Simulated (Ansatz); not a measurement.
## A computed series for CdSiP2: pressure series

Start from CdSiP$_{2}$ in the chalcopyrite structure (space group I-42d, No. 122).

```
CdSiP2
1.0
   -2.82216     2.82216     5.25016
    2.82216    -2.82216     5.25016
    2.82216     2.82216    -5.25016
Cd Si P
2 2 4
Direct
  0.75000   0.25000   0.50000
  0.00000   0.00000   0.00000
  0.25000   0.75000   0.50000
  0.50000   0.50000   0.00000
  0.16769   0.12500   0.54269
  0.58231   0.62500   0.45731
  0.37500   0.83231   0.95731
  0.87500   0.41769   0.04269
```

Cell and atoms are relaxed at each pressure.

All numbers come from plane-wave PAW DFT at the PBEsol level (Ansatz, a first-principles code, 420 eV), scalar-relativistic without spin-orbit coupling, earlier PAW set.

| pressure (GPa) | band gap (eV) |
|---|---|
| -2 | 1.30 |
| -1 | 1.27 |
| 0 | 1.24 |
| 0.9 | 1.21 |
| 2.1 | 1.18 |
| 4.5 | ? |
| 9 | 0.99 |
| 15 | 0.81 |

Problem. Fit E_g = E₀ + αP + βP² to the rows shown and predict the withheld row.

Solution. Least squares on the printed values gives E₀ = 1.24 eV, α = -28.0 meV/GPa, β = -0.038 meV/GPa² (largest residual 0.01 eV); this predicts 1.11 eV, and the run gives 1.11 eV, in agreement.

Load acts through the strain it causes; cell and atoms are relaxed under it. Whether these cells are dynamically stable was not tested. No other phases were tried under pressure.
